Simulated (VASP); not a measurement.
BP:

```
P B
1.0
     0.00000    2.26900    2.26900
     2.26900    0.00000    2.26900
     2.26900    2.26900    0.00000
P B
1 1
Direct
  0.75000 0.75000 0.75000
  0.00000 0.00000 0.00000
```

Base run:

| Quantity | Value |
| --- | --- |
| Program | VASP 6.6.1 |
| Functional | r2SCAN |
| Potentials or basis | VASP PAW PBE potentials, release 64 (P, B) |
| Cutoff | 520 eV |
| k mesh | 10 × 10 × 10 |
| Occupations | fermi-dirac, width 0.05 eV |
| Spin | no spin polarisation |

Its results: band gap on the k mesh 1.45 eV, indirect (least direct gap 3.64 eV).

After a change of settings the same cell gave: band gap on the k mesh 1.24 eV, indirect (least direct gap 3.39 eV). Which change was it?
A. functional from r2SCAN to TB-mBJ
B. functional from r2SCAN to SCAN
C. functional from r2SCAN to revPBE
D. functional from r2SCAN to BLYP

C.

r2SCAN gives the wider gap, since meta-GGAs in the generalised Kohn-Sham scheme recover part of the derivative discontinuity.

Runs at the PBE level aren't shown here.
